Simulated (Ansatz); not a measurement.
The system is CsPbCl3.

```
Pb Cs Cl
1.0
     5.60500    0.00000    0.00000
     0.00000    5.60500    0.00000
     0.00000    0.00000    5.60500
Pb Cs Cl
1 1 3
Cartesian
  2.8025 2.8025 2.8025
  0.0000 0.0000 0.0000
  2.8025 0.0000 2.8025
  0.0000 2.8025 2.8025
  2.8025 2.8025 0.0000
```

| Quantity | Value |
| --- | --- |
| Program | Ansatz 0.2.0 |
| Task | single point |
| Functional | PBE |
| Potentials or basis | Ansatz PAW |
| Cutoff | 420 eV (not typed: the program's choice for these potentials) |
| k mesh | 5 × 5 × 5 |
| Occupations | fermi-dirac, width 0.05 eV |
| Spin | no spin polarisation |

On this cell: pressure 1.7 GPa; largest force zero by symmetry; band gap on the k mesh 2.95 eV, direct.

The same run follows on a disturbed copy (atoms moved at random, drawn with an rms of 0.05 Å):

```
Pb Cs Cl
1.0
     5.60500    0.00000    0.00000
     0.00000    5.60500    0.00000
     0.00000    0.00000    5.60500
Pb Cs Cl
1 1 3
Direct
  0.49379 0.49867 0.50007
  0.99308 0.00081 0.00093
  0.49719 0.00322 0.50560
  0.99688 0.50060 0.50076
  0.50141 0.50333 0.00266
```

Q: What does the disturbed cell give?

A: The energy moves by +0.3 meV/atom; pressure 1.7 GPa; largest force 0.096 eV/Å; band gap on the k mesh 2.93 eV, direct.

Forces on the atoms (eV/Å):
```
Pb   0.049  0.071  0.041
Cs  -0.001 -0.003 -0.002
Cl  -0.003 -0.067 -0.003
Cl  -0.041  0.000 -0.001
Cl  -0.004 -0.001 -0.036
```

Caveats: odd divisions of the mesh miss points on the zone boundary, where band edges often lie, so the gap on the mesh can be too wide; spin-orbit coupling is left out, which as a rule narrows the gap of such compounds by several tenths of an eV.

A k mesh can miss the band edges.
